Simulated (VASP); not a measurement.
The system is GaAs.

```
CELL_PARAMETERS angstrom
0.00000 2.82685 2.82685
2.82685 0.00000 2.82685
2.82685 2.82685 0.00000
ATOMIC_POSITIONS crystal
As 0.75000 0.75000 0.75000
Ga 0.00000 0.00000 0.00000
```

* Program: VASP 6.6.1
* Task: relaxation of cell and atoms
* Functional: optB86b-vdW
* Potentials or basis: VASP PAW PBE potentials, release 64 (As, Ga_d)
* Cutoff: 600 eV
* k mesh: 8 × 8 × 8
* Occupations: fermi-dirac, width 0.05 eV
* Spin: no spin polarisation

At the start: pressure 2.0 GPa; volume 22.59 Å³/atom.

Q: Where does the relaxation end?

A: Over 5 steps the energy falls by 3.9 meV/atom and the volume is 23.22 Å³/atom (+2.8 %); space group F-43m (No. 216, to 0.05 Å).

Step by step:
```tsv
step	energy change (eV)	largest force (eV/Å)	pressure (GPa)	volume (Å³)
1	0.0000	0.0000	1.95	45.18
2	-0.0066	0.0000	-0.67	47.00
3	-0.0077	0.0000	0.07	46.48
4	-0.0077	0.0000	-0.10	46.53
5	-0.0077	0.0000	0.06	46.44
```

Final structure:
```
As Ga
1.0
     0.00000    2.85299    2.85299
     2.85299    0.00000    2.85299
     2.85299    2.85299    0.00000
As Ga
1 1
Cartesian
  4.2795 4.2795 4.2795
  0.0000 0.0000 0.0000
```

Caveat: the PAW data sets were made with another functional, which shifts forces and pressure a little.
